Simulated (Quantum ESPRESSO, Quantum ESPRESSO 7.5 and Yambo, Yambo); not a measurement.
**A GW chain in Yambo: RbBr (Fm-3m)**

Aim: the G0W0 gap of RbBr (Fm-3m) on PBE, step by step.

Method: PBE and many-body steps on it, plane waves, in Quantum ESPRESSO 7.5 and Yambo 5.3.0.

The database entry behind the starting cell differs from later determinations by our own check (about 0.5 % short), so it need not match the best structure at ambient conditions.

## Step 1: Set-up

Symmetry: Fm-3m, No. 225, cubic system. Conventional cell: a = 6.854 Å, b = 6.854 Å, c = 6.854 Å, α = 90.00°, β = 90.00°, γ = 90.00°. Nearest to Rb lie 6 Br at 3.43 Å. Br has 6 Rb at 3.43 Å nearest. Farther neighbours and most contacts between anions are not listed.

The cell and positions come from the Crystallography Open Database and are kept as given unless a step says otherwise.

## Step 2: Ground state

This step: Quantum ESPRESSO 7.5; DFT, PBE, plane waves, norm-conserving pseudopotentials.

The ground-state density comes first.

pw.in

```
&control
  calculation = 'scf'
  prefix = 'x'
  outdir = 'o'
  pseudo_dir = 'pseudo'
/
&system
  ibrav = 0
  nat = 2
  ntyp = 2
  ecutwfc = 76.0
  nbnd = 18
  force_symmorphic = .true.
/
&electrons
  conv_thr = 1e-10
  electron_maxstep = 80
  mixing_beta = 0.5
/
ATOMIC_SPECIES
  Rb 85.468 Rb.upf
  Br 79.904 Br.upf
CELL_PARAMETERS angstrom
  -0.0000000000 3.4270000000 3.4270000000
  3.4270000000 -0.0000000000 3.4270000000
  3.4270000000 3.4270000000 -0.0000000000
ATOMIC_POSITIONS crystal
  Rb 0.0000000000 0.0000000000 0.0000000000
  Br 0.5000000000 0.5000000000 0.5000000000
K_POINTS automatic
  6 6 6 0 0 0
```

The run is started by

```
$ OMP_NUM_THREADS=1 mpirun -n 16 pw.x -nk 8 -in pw.in > pw.out
```

Log:

```text
Program PWSCF v.7.5 starts

     This program is part of the open-source Quantum ESPRESSO suite
     for quantum simulation of materials; please cite
         "P. Giannozzi et al., J. Phys.:Condens. Matter 21 395502 (2009);
         "P. Giannozzi et al., J. Phys.:Condens. Matter 29 465901 (2017);
         "P. Giannozzi et al., J. Chem. Phys. 152 154105 (2020);
     in publications or presentations arising from this work. More details at
     Message from routine setup:
     using ibrav=0 with symmetry is DISCOURAGED, use correct ibrav instead

     bravais-lattice index     =            0
     lattice parameter (alat)  =       9.1586  a.u.
     unit-cell volume          =     543.2114 (a.u.)^3
     number of atoms/cell      =            2
     number of atomic types    =            2
     number of electrons       =        26.00
     number of Kohn-Sham states=           18
     kinetic-energy cutoff     =      76.0000  Ry
     charge density cutoff     =     304.0000  Ry
     scf convergence threshold =      1.0E-10
     mixing beta               =       0.5000
     number of iterations used =            8  plain     mixing
     Exchange-correlation= PBE
                           (   1   4   3   4   0   0   0)

     celldm(1)=   9.158576  celldm(2)=   0.000000  celldm(3)=   0.000000
     celldm(4)=   0.000000  celldm(5)=   0.000000  celldm(6)=   0.000000

     crystal axes: (cart. coord. in units of alat)
               a(1) = (  -0.000000   0.707107   0.707107 )
               a(2) = (   0.707107  -0.000000   0.707107 )
               a(3) = (   0.707107   0.707107  -0.000000 )

     reciprocal axes: (cart. coord. in units 2 pi/alat)
               b(1) = ( -0.707107  0.707107  0.707107 )
               b(2) = (  0.707107 -0.707107  0.707107 )
               b(3) = (  0.707107  0.707107 -0.707107 )
     Pseudo is Norm-conserving + core correction, Zval =  9.0
     Generated using ONCVPSP code by D. R. Hamann
     Using radial grid of 2308 points,  6 beta functions with:
     Pseudo is Norm-conserving + core correction, Zval = 17.0
     Generated using ONCVPSP code by D. R. Hamann
     Using radial grid of 1098 points,  6 beta functions with:
     Rb                9.00    85.46800     Rb( 1.00)
     Br               17.00    79.90400     Br( 1.00)

     48 Sym. Ops., with inversion, found

   Cartesian axes

     site n.     atom                  positions (alat units)
         1        Rb     tau(   1) = (   0.0000000   0.0000000   0.0000000  )
         2        Br     tau(   2) = (   0.7071068   0.7071068   0.7071068  )

     number of k points=    16
                       cart. coord. in units 2pi/alat
        k(    1) = (   0.0000000   0.0000000   0.0000000), wk =   0.0092593
        k(    2) = (   0.1178511   0.1178511  -0.1178511), wk =   0.0740741
        k(    3) = (   0.2357023   0.2357023  -0.2357023), wk =   0.0740741
        k(    4) = (  -0.3535534  -0.3535534   0.3535534), wk =   0.0370370
        k(    5) = (   0.2357023   0.0000000  -0.0000000), wk =   0.0555556
        k(    6) = (   0.3535534   0.1178511  -0.1178511), wk =   0.2222222
        k(    7) = (  -0.2357023  -0.4714045   0.4714045), wk =   0.2222222
        k(    8) = (  -0.1178511  -0.3535534   0.3535534), wk =   0.2222222
        k(    9) = (   0.0000000  -0.2357023   0.2357023), wk =   0.1111111
        k(   10) = (   0.4714045   0.0000000  -0.0000000), wk =   0.0555556
     [... 4 further rows ...]
        k(   15) = (  -0.1178511  -0.3535534   0.5892557), wk =   0.2222222
        k(   16) = (  -0.7071068   0.2357023   0.0000000), wk =   0.1111111

     Dense  grid:    48671 G-vectors     FFT dimensions: (  54,  54,  54)

     Initial potential from superposition of free atoms

     starting charge      25.9752, renormalised to      26.0000
     Starting wfcs are   14 randomized atomic wfcs +    4 random wfcs

     per-process dynamical memory:    21.4 Mb

     Self-consistent Calculation

     iteration #  1     ecut=    76.00 Ry     beta= 0.50

     Threshold (ethr) on eigenvalues was too large:
     Diagonalizing with lowered threshold

     total energy              =    -325.15257782 Ry
     estimated scf accuracy    <       0.04920629 Ry

     iteration #  2     ecut=    76.00 Ry     beta= 0.50

     total energy              =    -325.16242985 Ry
     estimated scf accuracy    <       0.00290823 Ry

     iteration #  3     ecut=    76.00 Ry     beta= 0.50

     total energy              =    -325.16295291 Ry
     estimated scf accuracy    <       0.00065713 Ry

     iteration #  4     ecut=    76.00 Ry     beta= 0.50

     total energy              =    -325.16304392 Ry
     estimated scf accuracy    <       0.00002203 Ry

     iteration #  5     ecut=    76.00 Ry     beta= 0.50

     total energy              =    -325.16305089 Ry
     estimated scf accuracy    <       0.00000908 Ry

     iteration #  6     ecut=    76.00 Ry     beta= 0.50

     total energy              =    -325.16305317 Ry
     estimated scf accuracy    <       0.00000010 Ry

     iteration #  7     ecut=    76.00 Ry     beta= 0.50

     total energy              =    -325.16305323 Ry
     estimated scf accuracy    <          2.7E-09 Ry

     iteration #  8     ecut=    76.00 Ry     beta= 0.50

     total energy              =    -325.16305322 Ry
     estimated scf accuracy    <          2.1E-09 Ry

     iteration #  9     ecut=    76.00 Ry     beta= 0.50

     total energy              =    -325.16305323 Ry
     estimated scf accuracy    <          2.4E-10 Ry

     iteration # 10     ecut=    76.00 Ry     beta= 0.50

     End of self-consistent calculation

          k = 0.0000 0.0000 0.0000 (  5985 PWs)   bands (ev):

   -55.9828 -55.9828 -55.9808 -55.9808 -55.9808 -22.2901 -10.0526  -6.3615
    -6.3615  -6.3615   2.1322   2.1322   2.1322   6.4965   9.4189   9.4189
     9.4189  10.3081

          k = 0.1179 0.1179-0.1179 (  6099 PWs)   bands (ev):

   -55.9828 -55.9828 -55.9808 -55.9808 -55.9808 -22.2877 -10.0634  -6.3634
    -6.3634  -6.3495   1.8288   2.0377   2.0377   7.1363   9.2855   9.7469
     9.7469  10.7146

          k = 0.2357 0.2357-0.2357 (  6084 PWs)   bands (ev):

   -55.9828 -55.9828 -55.9808 -55.9808 -55.9808 -22.2830 -10.0847  -6.3672
    -6.3672  -6.3258   1.3478   1.8610   1.8610   8.3844   9.4406  10.6605
    10.6605  11.7309

          k =-0.3536-0.3536 0.3536 (  6116 PWs)   bands (ev):

     [... further k-points ...]

     highest occupied, lowest unoccupied level (ev):     2.1322    6.4965

!    total energy              =    -325.16305323 Ry
     estimated scf accuracy    <          3.8E-11 Ry

     The total energy is the sum of the following terms:
     one-electron contribution =    -217.74046604 Ry
     hartree contribution      =     108.04148877 Ry
     xc contribution           =     -58.74476058 Ry
     ewald contribution        =    -156.71931538 Ry

     convergence has been achieved in  10 iterations

     XML data file, charge density, pseudopotentials, collected wavefunctions

=------------------------------------------------------------------------------=
   JOB DONE.
=------------------------------------------------------------------------------=
```

It took 6.3 s on 16 MPI ranks of AMD EPYC 7R43, shared host; peak memory 1 GiB.

This step gave:

```yaml
total_energy: -4424.0687 eV
gap: 4.364 eV
k_of_the_valence_top: 0, 0, 0
k_of_the_conduction_bottom: 0, 0, 0
least_direct_gap: 4.364 eV
```

The gap is direct, at Γ.

## Step 3: Bands along the symmetry lines

Levels along a band path, at the cheap level, show where the edges lie and whether the meshes to come will hold them.

pw.in

```
&control
  calculation = 'bands'
  prefix = 'x'
  outdir = 'o'
  pseudo_dir = 'pseudo'
/
&system
  ibrav = 0
  nat = 2
  ntyp = 2
  ecutwfc = 76.0
  nbnd = 19
  force_symmorphic = .true.
/
&electrons
  conv_thr = 1e-9
  electron_maxstep = 80
  diago_full_acc = .true.
  diago_thr_init = 5e-6
/
ATOMIC_SPECIES
  Rb 85.468 Rb.upf
  Br 79.904 Br.upf
CELL_PARAMETERS angstrom
  -0.0000000000 3.4270000000 3.4270000000
  3.4270000000 -0.0000000000 3.4270000000
  3.4270000000 3.4270000000 -0.0000000000
ATOMIC_POSITIONS crystal
  Rb 0.0000000000 0.0000000000 0.0000000000
  Br 0.5000000000 0.5000000000 0.5000000000
K_POINTS crystal
  50
  0.00000000 0.00000000 0.00000000 1
  0.06250000 0.00000000 0.06250000 1
  0.12500000 0.00000000 0.12500000 1
  0.18750000 0.00000000 0.18750000 1
  0.25000000 0.00000000 0.25000000 1
  0.31250000 0.00000000 0.31250000 1
  0.37500000 0.00000000 0.37500000 1
  0.43750000 0.00000000 0.43750000 1
  0.50000000 0.00000000 0.50000000 1
  0.51562500 0.03125000 0.51562500 1
  0.53125000 0.06250000 0.53125000 1
  0.54687500 0.09375000 0.54687500 1
  0.56250000 0.12500000 0.56250000 1
  0.57812500 0.15625000 0.57812500 1
  0.59375000 0.18750000 0.59375000 1
  0.60937500 0.21875000 0.60937500 1
  0.62500000 0.25000000 0.62500000 1
  0.37500000 0.37500000 0.75000000 1
  0.32812500 0.32812500 0.65625000 1
  0.28125000 0.28125000 0.56250000 1
  0.23437500 0.23437500 0.46875000 1
  0.18750000 0.18750000 0.37500000 1
  0.14062500 0.14062500 0.28125000 1
  0.09375000 0.09375000 0.18750000 1
  0.04687500 0.04687500 0.09375000 1
  0.00000000 0.00000000 0.00000000 1
  0.06250000 0.06250000 0.06250000 1
  0.12500000 0.12500000 0.12500000 1
  0.18750000 0.18750000 0.18750000 1
  0.25000000 0.25000000 0.25000000 1
  0.31250000 0.31250000 0.31250000 1
  0.37500000 0.37500000 0.37500000 1
  0.43750000 0.43750000 0.43750000 1
  0.50000000 0.50000000 0.50000000 1
  0.50000000 0.46875000 0.53125000 1
  0.50000000 0.43750000 0.56250000 1
  0.50000000 0.40625000 0.59375000 1
  0.50000000 0.37500000 0.62500000 1
  0.50000000 0.34375000 0.65625000 1
  0.50000000 0.31250000 0.68750000 1
  0.50000000 0.28125000 0.71875000 1
  0.50000000 0.25000000 0.75000000 1
  0.50000000 0.21875000 0.71875000 1
  0.50000000 0.18750000 0.68750000 1
  0.50000000 0.15625000 0.65625000 1
  0.50000000 0.12500000 0.62500000 1
  0.50000000 0.09375000 0.59375000 1
  0.50000000 0.06250000 0.56250000 1
  0.50000000 0.03125000 0.53125000 1
  0.50000000 0.00000000 0.50000000 1
```

The run is started by

```
$ OMP_NUM_THREADS=1 mpirun -n 16 pw.x -nk 16 -in pw.in > pw.out
```

Log:

```text
[banner, memory and clock lines left out]
Program PWSCF v.7.5 starts

     Atomic positions and unit cell read from directory:
     o/x.save/

     Message from routine setup:
     using ibrav=0 with symmetry is DISCOURAGED, use correct ibrav instead

     G-vector sticks info

     bravais-lattice index     =            0
     lattice parameter (alat)  =       9.1586  a.u.
     unit-cell volume          =     543.2114 (a.u.)^3
     number of atoms/cell      =            2
     number of atomic types    =            2
     number of electrons       =        26.00
     number of Kohn-Sham states=           19
     kinetic-energy cutoff     =      76.0000  Ry
     charge density cutoff     =     304.0000  Ry
     Exchange-correlation= PBE
                           (   1   4   3   4   0   0   0)

     celldm(1)=   9.158576  celldm(2)=   0.000000  celldm(3)=   0.000000
     celldm(4)=   0.000000  celldm(5)=   0.000000  celldm(6)=   0.000000

     crystal axes: (cart. coord. in units of alat)
               a(1) = (  -0.000000   0.707107   0.707107 )
               a(2) = (   0.707107  -0.000000   0.707107 )
               a(3) = (   0.707107   0.707107  -0.000000 )

     reciprocal axes: (cart. coord. in units 2 pi/alat)
               b(1) = ( -0.707107  0.707107  0.707107 )
               b(2) = (  0.707107 -0.707107  0.707107 )
               b(3) = (  0.707107  0.707107 -0.707107 )
     Pseudo is Norm-conserving + core correction, Zval =  9.0
     Generated using ONCVPSP code by D. R. Hamann
     Using radial grid of 2308 points,  6 beta functions with:
     Pseudo is Norm-conserving + core correction, Zval = 17.0
     Generated using ONCVPSP code by D. R. Hamann
     Using radial grid of 1098 points,  6 beta functions with:
     Rb                9.00    85.46800     Rb( 1.00)
     Br               17.00    79.90400     Br( 1.00)

     48 Sym. Ops., with inversion, found

   Cartesian axes

     site n.     atom                  positions (alat units)
         1        Rb     tau(   1) = (   0.0000000   0.0000000   0.0000000  )
         2        Br     tau(   2) = (   0.7071068   0.7071068   0.7071068  )

     number of k points=    50
                       cart. coord. in units 2pi/alat
        k(    1) = (   0.0000000   0.0000000   0.0000000), wk =   0.0400000
        k(    2) = (   0.0000000   0.0883883   0.0000000), wk =   0.0400000
        k(    3) = (   0.0000000   0.1767767   0.0000000), wk =   0.0400000
[...]
[... 38 further rows ...]
        k(   49) = (   0.0441942   0.7071068   0.0000000), wk =   0.0400000
        k(   50) = (   0.0000000   0.7071068   0.0000000), wk =   0.0400000

     Dense  grid:    48671 G-vectors     FFT dimensions: (  54,  54,  54)

     The potential is recalculated from file :
     o/x.save/charge-density

     Starting wfcs are   14 randomized atomic wfcs +    5 random wfcs

     Band Structure Calculation

     End of band structure calculation

          k = 0.0000 0.0000 0.0000 (  5985 PWs)   bands (ev):

   -55.9826 -55.9826 -55.9807 -55.9807 -55.9807 -22.2901 -10.0526  -6.3615
    -6.3615  -6.3615   2.1322   2.1322   2.1322   6.4965   9.4189   9.4189
     9.4189  10.3081  10.3082

          k = 0.0000 0.0884 0.0000 (  6070 PWs)   bands (ev):

   -55.9826 -55.9826 -55.9807 -55.9807 -55.9807 -22.2896 -10.0546  -6.3642
[...]
9.5187  10.3390  10.4338

          k = 0.0000 0.1768 0.0000 (  6066 PWs)   bands (ev):

[...]
9.8118  10.4295  10.7897

          k =-0.0000 0.2652 0.0000 (  6074 PWs)   bands (ev):

[...]
k = 0.0000 0.4419-0.0000 (  6090 PWs)   bands (ev):

[...]
k =-0.0000 0.5303 0.0000 (  6086 PWs)   bands (ev):

[...]
k = 0.0000 0.6187-0.0000 (  6086 PWs)   bands (ev):

[...]
k = 0.4640 0.4640-0.0000 (  6051 PWs)   bands (ev):

[...]
k = 0.3315 0.3315-0.0000 (  6079 PWs)   bands (ev):

[...]
k = 0.3094 0.7071-0.0000 (  6052 PWs)   bands (ev):

[...]
k = 0.2210 0.7071-0.0000 (  6066 PWs)   bands (ev):

[...]
k = 0.1768 0.7071-0.0000 (  6062 PWs)   bands (ev):

[...]
k = 0.0442 0.7071 0.0000 (  6056 PWs)   bands (ev):

[...]
11.3692  11.5546  12.9927

          k = 0.0000 0.7071 0.0000 (  6074 PWs)   bands (ev):

   -55.9827 -55.9827 -55.9807 -55.9807 -55.9807 -22.2780  -9.9993  -6.5435
    -6.4335  -6.4335   1.6599   1.9737   1.9737   7.7485   9.2663  11.3356
    11.3439  11.5759  12.9667

     XML data file, pseudopotentials, collected wavefunctions
```

Elapsed: 4.1 s, on 16 MPI ranks; peak memory 1.2 GiB; 59 s of CPU time.

Numbers from this step:

| Quantity | Value |
| --- | --- |
| gap | 4.364 eV |
| k of the valence top | 0, 0, 0 |
| k of the conduction bottom | 0, 0, 0 |
| least direct gap | 4.364 eV |

The gap is 4.364 eV, as in the run before at this level.

The electronic bands at the labelled points (eV, zero at the top of the highest filled band):

| point | band 10 | band 11 | band 12 | band 13 | band 14 | band 15 | band 16 | band 17 |
| --- | --- | --- | --- | --- | --- | --- | --- | --- |
| Γ | -8.49 | 0.00 | 0.00 | 0.00 | 4.36 | 7.29 | 7.29 | 7.29 |
| halfway | -8.49 | -0.60 | -0.10 | -0.10 | 5.72 | 6.25 | 8.62 | 8.76 |
| X | -8.57 | -0.47 | -0.16 | -0.16 | 5.62 | 7.13 | 9.20 | 9.21 |
| halfway | -8.55 | -0.46 | -0.26 | -0.19 | 5.82 | 7.40 | 8.82 | 9.28 |
| U | -8.52 | -0.49 | -0.41 | -0.26 | 6.35 | 8.13 | 8.16 | 8.87 |
| jump to K | -8.52 | -0.49 | -0.41 | -0.26 | 6.35 | 8.13 | 8.16 | 8.87 |
| halfway | -8.46 | -0.67 | -0.28 | -0.15 | 6.03 | 6.99 | 8.06 | 8.81 |
| Γ | -8.49 | 0.00 | 0.00 | 0.00 | 4.36 | 7.29 | 7.29 | 7.29 |
| halfway | -8.47 | -0.56 | -0.18 | -0.18 | 5.63 | 7.15 | 8.01 | 8.01 |
| L | -8.45 | -0.99 | -0.35 | -0.35 | 6.82 | 7.72 | 9.49 | 9.49 |
| halfway | -8.47 | -0.76 | -0.35 | -0.33 | 6.98 | 7.42 | 8.88 | 9.00 |
| W | -8.48 | -0.49 | -0.35 | -0.35 | 7.09 | 7.09 | 8.27 | 8.62 |
| halfway | -8.52 | -0.44 | -0.33 | -0.22 | 6.02 | 7.60 | 8.43 | 9.14 |
| X | -8.57 | -0.47 | -0.16 | -0.16 | 5.62 | 7.13 | 9.20 | 9.21 |

The electronic bands as a text plot (rows in eV, shown from -8.0 to 8.2 only):

```
    7.8 |+ +++          ++++    +++++ ++   ++   ++++++      ++
    7.2 |++++      +++++    ++++++++++++++++++++  ++++++++++  +++
    6.5 |    ++++++      +++  ++               +++         ++
    5.8 |     +++++++++++       +           +++              ++++
    5.1 |  +++                   ++++      +
    4.5 |++                          ++++++
    3.8 |
    3.1 |
    2.4 |
    1.8 |
    1.1 |
    0.4 |
   -0.2 |********************************************************
   -0.9 |     ****         ******            ***********
   -1.6 |
   -2.3 |
   -2.9 |
   -3.6 |
   -4.3 |
   -5.0 |
   -5.6 |
   -6.3 |
   -7.0 |
   -7.7 |
         Γ           X  U|K            Γ         L        W     X
```

[end of part 1 of 2]

[Paths, hosts, dates, memory and timing lines, banners, echoed tables and standing remarks are left out of the program output.]

[Logs are printed without paths, hosts, clocks, repeated set-up lines and the standing remarks that a program may print on its own settings, such as how far it seeks lower states.]

[Runs of the session that timed out or met a known fault of the program may be left out.]

[Hosts, paths, dates, database ids (printed as entryN), source tags and the programs' standing remarks are cut or masked in the printed files.]
